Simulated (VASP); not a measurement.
TaN:

```
Ta N
1.0
     3.04800    0.00000    0.00000
    -1.52400    2.63965    0.00000
     0.00000    0.00000    4.91800
Ta N
2 2
Direct
  0.00000 0.00000 0.00000
  0.00000 0.00000 0.50000
  0.33333 0.66667 0.25000
  0.66667 0.33333 0.75000
```

Base run:

| Property | Result |
| --- | --- |
| Program | VASP 6.6.1 |
| Functional | LDA |
| Potentials or basis | VASP PAW LDA potentials, release 64 (Ta_pv, N) |
| Cutoff | 520 eV |
| k mesh | 7 × 7 × 4 |
| Occupations | gaussian, width 0.05 eV |
| Spin | collinear spin, ferromagnetic start |
| Starting moments | [0.5, 0.5, 0.0, 0.0] μB |
| Hubbard terms | Ta d U = 6 eV |

Its results: band gap on the k mesh none (metal or under the smearing width); pressure 65.8 GPa; net moment 0.00 μB per cell.

Problem. The run is repeated on the same cell with these changes: hubbard terms from Ta d U = 6 eV to Ta d U = 2 eV; further incar settings from ALGO = Fast; EDIFF = 1e-06 to ALGO = Normal; EDIFF = 1e-07. What comes out?

Solution. Band gap on the k mesh none (metal or under the smearing width); pressure 50.6 GPa; net moment 0.00 μB per cell.

Caveats: a pressure of tens of GPa on the cell as given is suspect, and the run, the potentials or the cell itself is likely at fault.
